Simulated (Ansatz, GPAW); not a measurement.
# Geometry or basis: what sets the conductance of biphenyl-4,4'-dithiol between two Al chains

Wanted: T(E) of biphenyl-4,4'-dithiol between two Al chains at a relaxed geometry in two programs, beside the unrelaxed structure.

Program: GPAW 26.7.0 and Ansatz 0.2.0. Level of theory: Ansatz plane waves; relaxation of the junction with the lead ends held, in the first sound run; inputs show where later runs differ. Results are calculated unless marked as measured.

Most raw output is cut from this account.

## (1) The starting structure

The cell holds 36 atoms: 14 Al, 2 S, 8 H and 12 C. Its edges and angles: a = 12.396 Å, b = 10.572 Å, c = 43.981 Å, α = 90.0°, β = 90.0°, γ = 90.0°. Regions: left lead, 7 atoms (7 Al); channel, 22 atoms (2 S, 8 H and 12 C); right lead, 7 atoms (7 Al). Vacuum lies along a and b. The structure is stacked along c, and the current runs across the ab planes.

## (2) Relaxation

Transmission follows bond lengths closely, so the atoms between the held lead ends are relaxed first, from a slightly shaken start that lets symmetry break.

input.yaml reads:

```yaml
crystal:
  lattice:
    - [12.3955435208, 0.0, 0.0]
    - [0.0, 10.5723609294, 0.0]
    - [0.0, 0.0, 43.9812793026]
  atoms:
    - { symbol: Al, position: [0.5, 0.5, 0.0272843359] }
    - { symbol: Al, position: [0.5, 0.5, 0.0818530078] }
    - { symbol: Al, position: [0.5, 0.5, 0.1364216797] }
    - { symbol: Al, position: [0.5, 0.5, 0.1909903516] }
    - { symbol: Al, position: [0.5, 0.5, 0.2455590235] }
    - { symbol: Al, position: [0.4973140205, 0.4991829563, 0.2999482098] }
    - { symbol: Al, position: [0.4994268485, 0.5031746978, 0.3547871625] }
    - { symbol: S, position: [0.3567606787, 0.4850199483, 0.3830587397] }
[... 24 atom lines left out ...]
    - { symbol: Al, position: [0.5, 0.5, 0.8090096484] }
    - { symbol: Al, position: [0.5, 0.5, 0.8635783203] }
    - { symbol: Al, position: [0.5, 0.5, 0.9181469922] }
    - { symbol: Al, position: [0.5, 0.5, 0.9727156641] }
kpoints:
  mp_grid: { grid: [1, 1, 2] }
hamiltonian:
  xc: pbe
scf:
  occupations: { method: fermi_dirac, width: 0.1 }
relax:
  f_tol: 0.03
  max_steps: 80
  constraints: [{ sites: [0, 1, 2, 3, 4, 31, 32, 33, 34, 35] }]
```

Started as:

```bash
$ ansatz run input.yaml --threads 4 --pin off --max-ram 8192MiB --backend cpu --events-out ev --progress --plain --runs-dir out
```

Wall time 10 min (4 threads of Arm Neoverse N1, shared host); peak memory 6.4 GiB; 39 min of CPU time.

Relaxation path:

```csv
step,energy less that of the first step (eV),largest force component (eV/Å)
1,0.0000,4.3820
2,-1.1553,1.9444
3,-1.6252,0.5453
4,-1.8339,0.3221
5,-1.9300,0.2322
6,-1.9986,0.1056
7,-2.0373,0.1274
8,-2.0624,0.1572
9,-2.0775,0.0968
10,-2.0848,0.0949
11,-2.0881,0.0510
12,-2.0892,0.0224
13,-2.0898,0.0273
14,-2.0905,0.0249
15,-2.0912,0.0348
16,-2.0918,0.0251
17,-2.0918,0.0251
```

The atoms that moved most (Å):

| atom | dx | dy | dz | length |
| --- | --- | --- | --- | --- |
| Al31 | 0.819 | -1.077 | 0.297 | 1.386 |
| Al6 | -1.278 | 0.441 | -0.214 | 1.369 |
| H19 | 0.145 | 0.673 | 0.012 | 0.689 |
| S8 | -0.265 | 0.547 | 0.148 | 0.626 |
| H28 | 0.042 | -0.586 | -0.042 | 0.589 |
| H11 | -0.157 | 0.546 | 0.129 | 0.583 |
| H25 | 0.218 | 0.526 | -0.031 | 0.570 |
| Al30 | 0.168 | -0.501 | 0.147 | 0.549 |

The relaxed structure:

```cif
data_structure
_symmetry_space_group_name_H-M 'P 1'
_symmetry_Int_Tables_number 1
_cell_length_a 12.3955
_cell_length_b 10.5724
_cell_length_c 43.9813
_cell_angle_alpha 90.000
_cell_angle_beta 90.000
_cell_angle_gamma 90.000
_cell_volume 5763.75
loop_
_atom_site_label
_atom_site_type_symbol
_atom_site_fract_x
_atom_site_fract_y
_atom_site_fract_z
_atom_site_occupancy
Al1 Al 0.50000 0.50000 0.02728 1
Al2 Al 0.50000 0.50000 0.08185 1
Al3 Al 0.50000 0.50000 0.13642 1
Al4 Al 0.50000 0.50000 0.19099 1
Al5 Al 0.50000 0.50000 0.24556 1
Al6 Al 0.39418 0.54092 0.29508 1
Al7 Al 0.45924 0.49001 0.35104 1
S8 S 0.33536 0.53678 0.38643 1
H9 H 0.53553 0.60672 0.41972 1
C10 C 0.38764 0.49900 0.42322 1
H11 H 0.24762 0.38682 0.43452 1
C12 C 0.48550 0.54730 0.43428 1
C13 C 0.32347 0.42597 0.44280 1
C14 C 0.51749 0.52346 0.46412 1
C15 C 0.35589 0.40321 0.47261 1
H16 H 0.59265 0.56510 0.47225 1
C17 C 0.45334 0.45185 0.48415 1
H18 H 0.30492 0.34441 0.48707 1
H19 H 0.65793 0.42346 0.50652 1
C20 C 0.48648 0.42878 0.51603 1
C21 C 0.59593 0.41690 0.52407 1
H22 H 0.32435 0.42759 0.53447 1
C23 C 0.41002 0.41656 0.53953 1
C24 C 0.62752 0.39302 0.55389 1
H25 H 0.71291 0.38278 0.55933 1
C26 C 0.44081 0.39163 0.56941 1
C27 C 0.55026 0.37932 0.57703 1
H28 H 0.37910 0.38039 0.58691 1
S29 S 0.59660 0.33592 0.61401 1
Al30 Al 0.51124 0.45208 0.64922 1
Al31 Al 0.56863 0.39453 0.70535 1
Al32 Al 0.50000 0.50000 0.75444 1
Al33 Al 0.50000 0.50000 0.80901 1
Al34 Al 0.50000 0.50000 0.86358 1
Al35 Al 0.50000 0.50000 0.91815 1
Al36 Al 0.50000 0.50000 0.97272 1
```

Numbers from this step:

| Item | Value |
| --- | --- |
| free energy | -12442.4195 eV |
| smearing term TS | 0.6225 eV |
| symmetry operations | 1 |

The relaxation lowered the energy of the cell by 2.09 eV.

## (3) Plane-wave reference (PBE)

Plane waves give the reference curve, free of the bias of atom-centred orbitals.

This step: Ansatz plane waves; Landauer transmission by layers, zero bias (Ansatz 0.2.0).

input.yaml reads:

```yaml
crystal:
  lattice:
    - [12.3955435208, 0.0, 0.0]
    - [0.0, 10.5723609294, 0.0]
    - [0.0, 0.0, 43.9812793026]
  atoms:
    - { symbol: Al, position: [0.5, 0.5, 0.0272843359] }
    - { symbol: Al, position: [0.5, 0.5, 0.0818530078] }
    - { symbol: Al, position: [0.5, 0.5, 0.1364216797] }
    - { symbol: Al, position: [0.5, 0.5, 0.1909903516] }
    - { symbol: Al, position: [0.5, 0.5, 0.2455590235] }
    - { symbol: Al, position: [0.3941779097, 0.5409240899, 0.2950755631] }
    - { symbol: Al, position: [0.4592361776, 0.4900119997, 0.3510351743] }
    - { symbol: S, position: [0.3353625248, 0.5367790257, 0.3864294126] }
[... 24 atom lines left out ...]
    - { symbol: Al, position: [0.5, 0.5, 0.8090096484] }
    - { symbol: Al, position: [0.5, 0.5, 0.8635783203] }
    - { symbol: Al, position: [0.5, 0.5, 0.9181469922] }
    - { symbol: Al, position: [0.5, 0.5, 0.9727156641] }
kpoints:
  mp_grid: { grid: [1, 1, 2] }
hamiltonian:
  xc: pbe
scf:
  occupations: { method: fermi_dirac, width: 0.1 }
output:
  transmission:
    leads: [[0, 1]]
    e_range: [-2, 2]
    de: 0.025
    kmesh: [1, 1]
    reduced_basis: true
  write_potential: true
  write_density: true
  volumetric_format: npy
  elf: true
```

Wall time 5 h (4 threads); peak memory 6.7 GiB.

This step gave:

```
free energy                                             : -12442.4191 eV
smearing term TS                                        : 0.6224 eV
lead level                                              : 0 eV from the Fermi level
transmission at the Fermi level (one spin)              : 0.001099
open channels of the lead at the Fermi level (one spin) : 2
step of the potential along the lead                    : 3.6 meV
offset of the lead                                      : 0 Å
filling of the lead less its bulk value, in size        : 11.5 meV
conductance                                             : 0.001083 G₀
```

One spin. Table of transmission, zone mean by energy, zero at the Fermi level:

```
energy (eV)  transmission, zone mean
     -2.000                    0.132
     -1.950                    0.904
     -1.900                    0.441
     -1.800                    0.411
     -1.700                    0.563
     -1.625                    0.609
     -1.600                    0.596
     -1.500                    0.408
     -1.400                    0.192
     -1.300                   0.0744
     -1.200                        0
     -1.100                        0
     -1.000                        0
     -0.900                        0
     -0.800                        0
     -0.700                        0
     -0.600                        0
     -0.500                        0
     -0.400                        0
     -0.300                   2.3e-4
     -0.200                   5.4e-4
     -0.100                   8.9e-4
      0.000                  0.00110
      0.100                  0.00116
      0.200                  0.00118
      0.300                  0.00125
      0.400                  0.00141
      0.500                  0.00164
      0.600                  0.00192
      0.700                  0.00218
      0.800                  0.00241
      0.900                  0.00262
      1.000                  0.00314
      1.100                  0.00373
      1.200                  0.00459
      1.300                  0.00596
      1.400                  0.00827
      1.500                   0.0124
      1.600                   0.0207
      1.700                   0.0397
      1.800                   0.0945
      1.900                    0.320
      2.000                    0.995
```

One spin. The open channels, zone mean by energy, zero at the Fermi level:

energy (eV), open channels, zone mean and a bar:
```
   -2.000       1.00 ##########
   -1.900       1.00 ##########
   -1.800       1.00 ##########
   -1.700       1.00 ##########
   -1.600       1.00 ##########
   -1.500       1.00 ##########
   -1.400       1.00 ##########
   -1.300       1.00 ##########
   -1.200       0.00 
   -1.100       0.00 
   -1.000       0.00 
   -0.900       0.00 
   -0.800       0.00 
   -0.700       0.00 
   -0.600       0.00 
   -0.500       0.00 
   -0.400       0.00 
   -0.300       2.00 ####################
   -0.200       2.00 ####################
   -0.100       2.00 ####################
    0.000       2.00 ####################
    0.100       2.00 ####################
    0.200       2.00 ####################
    0.300       2.00 ####################
    0.400       2.00 ####################
    0.500       2.00 ####################
    0.600       2.00 ####################
    0.700       2.00 ####################
    0.800       2.00 ####################
    0.900       2.00 ####################
    1.000       3.00 ##############################
    1.100       3.00 ##############################
    1.200       3.00 ##############################
    1.300       3.00 ##############################
    1.400       3.00 ##############################
    1.500       3.00 ##############################
    1.600       3.00 ##############################
    1.700       3.00 ##############################
    1.800       3.00 ##############################
    1.900       3.00 ##############################
    2.000       3.00 ##############################
```

Crystal 0, spin -, k parallel (0, 0); distinct values, listed up to 1.5 1/Å. The Im kz of the slowest decaying states by energy, zero at the Fermi level:

```
energy (eV)  decay 1 (Å⁻¹)  decay 2 (Å⁻¹)  decay 3 (Å⁻¹)  decay 4 (Å⁻¹)
    -2.0000          0.672          0.672           1.17           1.27
    -1.7500          0.617          0.618           1.15           1.24
    -1.5000          0.557          0.558           1.12           1.21
    -1.2500          0.490          0.491           1.09           1.19
    -1.0000          0.078          0.412          0.413           1.06
    -0.7500          0.103          0.316          0.317           1.03
    -0.5000          0.116          0.172          0.174          0.994
    -0.2500          0.121          0.961           1.07           1.11
     0.0000          0.119          0.926           1.04           1.08
     0.2500          0.110          0.890           1.01           1.05
     0.5000          0.094          0.852          0.975           1.02
     0.7500         0.0640          0.813          0.940          0.988
     1.0000          0.771          0.905          0.955          0.977
     1.2500          0.727          0.868          0.919          0.942
     1.5000          0.681          0.829          0.883          0.906
     1.7500          0.630          0.788          0.845          0.869
     2.0000          0.575          0.746          0.805          0.830
```

Crystal 0, spin -, k parallel (0, 0). Table of Re kz of states that move upwards by energy, zero at the Fermi level:

| energy (eV) | channel 1 (Å⁻¹) | channel 2 (Å⁻¹) | channel 3 (Å⁻¹) |
| --- | --- | --- | --- |
| -2.000 | 1.13 | - | - |
| -1.900 | 1.15 | - | - |
| -1.800 | 1.16 | - | - |
| -1.700 | 1.18 | - | - |
| -1.600 | 1.20 | - | - |
| -1.500 | 1.22 | - | - |
| -1.400 | 1.24 | - | - |
| -1.300 | 1.27 | - | - |
| -1.200 | - | - | - |
| -1.100 | - | - | - |
| -1.000 | - | - | - |
| -0.900 | - | - | - |
| -0.800 | - | - | - |
| -0.700 | - | - | - |
| -0.600 | - | - | - |
| -0.500 | - | - | - |
| -0.400 | - | - | - |
| -0.300 | 0.161 | 0.164 | - |
| -0.200 | 0.232 | 0.234 | - |
| -0.100 | 0.287 | 0.288 | - |
| 0.000 | 0.332 | 0.333 | - |
| 0.100 | 0.372 | 0.373 | - |
| 0.200 | 0.408 | 0.409 | - |
| 0.300 | 0.441 | 0.442 | - |
| 0.400 | 0.472 | 0.473 | - |
| 0.500 | 0.501 | 0.502 | - |
| 0.600 | 0.528 | 0.529 | - |
| 0.700 | 0.554 | 0.555 | - |
| 0.800 | 0.579 | 0.580 | - |
| 0.900 | 0.603 | 0.604 | - |
| 1.000 | -1.26 | 0.626 | 0.627 |
| 1.100 | -1.24 | 0.648 | 0.649 |
| 1.200 | -1.22 | 0.669 | 0.670 |
| 1.300 | -1.20 | 0.690 | 0.691 |
| 1.400 | -1.19 | 0.710 | 0.711 |
| 1.500 | -1.17 | 0.730 | 0.730 |
| 1.600 | -1.16 | 0.749 | 0.749 |
| 1.700 | -1.15 | 0.767 | 0.768 |
| 1.800 | -1.14 | 0.786 | 0.786 |
| 1.900 | -1.12 | 0.803 | 0.804 |
| 2.000 | -1.11 | 0.821 | 0.821 |

The electrostatic potential energy of an electron (with the applied field's), less the Fermi level, planar mean oscillates, so the rows of the table below give means over windows of 2.35 Å about each position, cut where the curve ends. Its first 14 maxima inside the range that stand out by 2 % of the span (Å: eV): 2.3: 4.00, 4.8: 4.00, 7.2: 3.99, 9.5: 3.95, 11.9: 3.76, 14.2: 3.90, 16.3: 3.53, 17.9: 3.82, 19.9: 3.40, 22.0: 3.65, 24.0: 3.09, 26.2: 3.76, 27.9: 3.52, 29.8: 3.90. Its first 14 minima: 1.2: 3.51, 3.7: 3.51, 6.0: 3.51, 8.4: 3.49, 10.8: 3.42, 12.9: 3.40, 15.5: 3.44, 16.9: 3.36, 19.1: 2.62, 20.8: 2.61, 22.9: 2.84, 25.2: 2.87, 27.1: 3.35, 28.4: 3.44.

The electrostatic potential energy of an electron (with the applied field's), less the Fermi level, planar mean by z; means over each step:

z (Å), electrostatic potential energy of an electron (with the applied field's), less the Fermi level, planar mean (eV) and a bar from the least value:
```
     1.18       3.72 ##############################
     3.53       3.71 ##############################
     5.88       3.71 ##############################
     8.23       3.70 #############################
    10.58       3.62 ##########################
    12.93       3.58 #########################
    15.28       3.58 #########################
    17.63       3.43 ###################
    19.98       2.91 
    22.33       3.15 #########
    24.68       3.04 #####
    27.03       3.50 ######################
    29.38       3.64 ###########################
    31.73       3.54 #######################
    34.08       3.66 ############################
    36.43       3.71 ##############################
    38.78       3.72 ##############################
    41.13       3.72 ##############################
    43.48       3.65 ###########################
```

The valence density, planar mean oscillates, so the rows of the table below give means over windows of 2 Å about each position, cut where the curve ends. Its first 14 maxima inside the range that stand out by 2 % of the span (Å: e/Å³): 2.3: 0.0109, 4.7: 0.0109, 7.0: 0.0109, 9.4: 0.0109, 11.9: 0.0119, 16.7: 0.0323, 19.1: 0.0706, 20.8: 0.0701, 23.5: 0.0605, 24.8: 0.0610, 27.3: 0.0325, 32.1: 0.0120, 34.6: 0.0109, 36.9: 0.0109. Its first 14 minima: 1.2: 0.00780, 3.5: 0.00781, 6.0: 0.00782, 8.4: 0.00793, 10.7: 0.00821, 13.0: 0.00856, 17.9: 0.0230, 19.9: 0.0472, 22.0: 0.0296, 24.0: 0.0527, 26.2: 0.0251, 30.9: 0.00857, 33.3: 0.00823, 35.6: 0.00793.

Valence density, planar mean against z; means over each step:

```csv
z (Å),"valence density, planar mean (e/Å³)"
0,0.00987
2,0.00969
4,0.00937
6,0.00930
8,0.00942
10,0.00974
12,0.0106
14,0.00944
16,0.0190
18,0.0375
20,0.0588
22,0.0453
24,0.0576
26,0.0375
28,0.0190
30,0.00941
32,0.0106
34,0.00976
36,0.00943
38,0.00930
40,0.00936
42,0.00967
```

Electrostatic potential energy in the ca plane at fractional y = 0.547, with atoms of Al and S and C and H within 0.2 Å of it. With pseudopotentials it is smooth inside the atoms' cores, unlike the true potential.

Values in eV, 13 rows by 16 columns, each cell a mean:
```
  1   1   1   1   1   1   1   1   1   1   1   1   1   1   1   1
  1   1   1   1   1   1   1   1   1   1   1   1   1   1   1   1
  1   1   1   1   1   1   1   1   1   1   1   1   1   1   1   1
  1   1   1   1   1   1   1   1   1   1   0   0   0   1   1   1
  0  -1   0   1   1   1   0   0   0   0  -1  -4   0   1   1   1
 -6 -11  -2   0   0  -2  -2   0  -1  -5 -11 -15   0   0   1   1
-13 -20  -6  -7  -4 -15 -14  -2  -4 -22 -20 -12  -1   0   1   1
 -4  -8 -12 -15 -11 -13 -13 -11 -10 -17  -3  -1   0   0   1   1
  0   0  -7 -16  -6  -2 -11 -22 -14  -7   0   1   1   1   1   1
  1   1   0  -1   0   1  -2 -11  -3   0   1   1   1   1   1   1
  1   1   1   1   1   1   1   1   1   1   1   1   1   1   1   1
  1   1   1   1   1   1   1   1   1   1   1   1   1   1   1   1
  1   1   1   1   1   1   1   1   1   1   1   1   1   1   1   1
```
Columns run along c (16.0 Å, from fractional 0.22 to 0.58 of the cell; values clipped at the 3rd and 97th percentile), rows up along a (12.4 Å). Atoms in or near the plane, at fractional coordinates: Al at (0.30, 0.39), S at (0.39, 0.34), C at (0.43, 0.49), H at (0.47, 0.59).

ELF in the ca plane at fractional y = 0.547, with atoms of Al and S and C and H within 0.2 Å of it. It is the smooth field of the valence electrons, not physical close to the nuclei.

Ten even steps from '0' (0.00) to '9' (0.99), each cell a mean:
```
00000000000000000000000000000000000000000000
00000000000000000000000000000000000000000000
00000000000000000000000000000000000000000000
00000000000000000000000000000000000000000000
00000000000000000000000000000000000000000000
00000000000000001100000000000000000000000000
00011111000000133310000000000000000000000000
22223332100002466631000000001564100111111110
44456665310024788862000110003899600123332210
77777887410137899973001564114899920133321111
88657888521258999984003887555688610133200000
98314898632468988764102686378436510233100000
98325999744789852355310254258667742234311111
76447998322899841588642368863235642113333322
53346886262798733788767766741002431001233211
21124688656998412675127766652001210001221100
10012578999996201576567533543221110001331000
00001368999984001479997300122211100001220000
00000246788751000267886200011110000000000000
00000023555420000124552000000000000000000000
00000001222100000001210000000000000000000000
00000000000000000000000000000000000000000000
00000000000000000000000000000000000000000000
00000000000000000000000000000000000000000000
```
Columns run along c (16.0 Å, from fractional 0.22 to 0.58 of the cell), rows up along a (12.4 Å). Atoms in or near the plane, at fractional coordinates: Al at (0.30, 0.39), S at (0.39, 0.34), C at (0.43, 0.49), H at (0.47, 0.59).

Valence density in the ca plane at fractional y = 0.547, with atoms of Al and S and C and H within 0.2 Å of it. It is the smooth field of the valence electrons, not physical close to the nuclei.

Ten steps, logarithmic in the rise over the least value, from '0' (0.0 e/Å³) to '9' (1.8 e/Å³), each cell a mean:
```
00000000000000000000000000000000000000000000
00000000000000000000000000000000000000000000
00000000000000000000000000000000000000000000
00000000000000000000000000000000000000000000
00000000000000000000000000000000000000000000
00000000000000000000000000000000000000000000
00000000000000000000000000000000000000000000
00001121111111111100000000000000000111110000
11113455321222221110000011111111111122222222
33345798532233221111000112223222222233333333
67778998632333211111100122344433222334454455
89999998643333211111100123445443222334554456
89999887654333222111100123444443222234444455
89976556543333322211100012333332111123344444
99764333332122222111000001122211100011223333
77653222211111221100000000001000000000111111
55443221110001110000000000000000000000000000
22222110000000000000000000000000000000000000
11111000000000000000000000000000000000000000
00000000000000000000000000000000000000000000
00000000000000000000000000000000000000000000
00000000000000000000000000000000000000000000
00000000000000000000000000000000000000000000
00000000000000000000000000000000000000000000
```
Columns run along c (16.0 Å, from fractional 0.42 to 0.78 of the cell), rows up along a (12.4 Å). Atoms in or near the plane, at fractional coordinates: C at (0.43, 0.49), H at (0.47, 0.59).

T at the Fermi level is 0.00110 of 2 open channels a spin.

(Part 1 of 3 ends here.)

[Logs are printed without paths, hosts, clocks, repeated set-up lines and the standing remarks that a program may print on its own settings, such as how far it seeks lower states.]

[Hosts, paths, dates, database ids (printed as entryN), source tags and the programs' standing remarks are cut or masked in the printed files.]
